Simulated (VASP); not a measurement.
Input of a VASP 6.6.1 run:

INCAR

```
PREC = Accurate
ENCUT = 520
EDIFF = 1E-6
ISMEAR = 0
SIGMA = 0.1
LREAL = False
LASPH = True
NELM = 100
ALGO = Normal
ISIF = 2
LWAVE = False
LCHARG = False
GGA = PE
NBANDS = 10
```

KPOINTS

```
Automatic mesh
0
Gamma
  12 12 12
```

File POSCAR:

```
K
1.0
    0.0000000000      3.3261195003      3.3261195003
    3.3261195003      0.0000000000      3.3261195003
    3.3261195003      3.3261195003      0.0000000000
K
1
Direct
    0.0000000000      0.0000000000      0.0000000000
```

Potentials or basis: VASP PAW PBE potentials, release 64 (K_sv).

Run with:

```sh
$ cat potpaw_PBE.64/K_sv/POTCAR > POTCAR
$ mpirun -np 1 vasp_std > vasp.out
```

(1) What does it give for the pressure?

(2) Estimate the band gap on the k mesh.

Answers

(1) 0.0 GPa.

(2) none (metal or under the smearing width).
